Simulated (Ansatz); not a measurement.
**Pd under strains and displacements**

Theory: DFT PBE, scalar-relativistic, plane waves, PAW (Ansatz).

Settings: cutoff 420 eV, Γ-centred mesh 18×18×18 on the computed 1-atom cell, Gaussian smearing of 0.10 eV; no spin polarisation.

Reference cell:

```
Pd
1.0
     0.00000    1.94490    1.94490
     1.94490    0.00000    1.94490
     1.94490    1.94490    0.00000
Pd
1
Direct
  0.00000 0.00000 0.00000
```

Each variant moves atoms of this cell by the vectors given, if any (Å), and then applies a symmetric strain (tensor components, Cartesian axes). The reference cell isn't relaxed at this level. Energies are per atom at zero smearing, counted from the lowest variant. Pressure is positive in compression.

1. strain (xx yy zz yz xz xy, %) 2.98 2.98 2.98 0.00 0.00 0.00
2. strain (xx yy zz yz xz xy, %) 3.79 3.79 3.79 0.00 0.00 0.00
3. strain (xx yy zz yz xz xy, %) 1.23 1.23 1.23 0.00 0.00 0.00

```
variant  ΔE (meV/atom) P (GPa) space group
      1           17.8    -7.08        Fm-3m
      2           38.4    -9.89        Fm-3m
      3            0.0     0.61        Fm-3m
```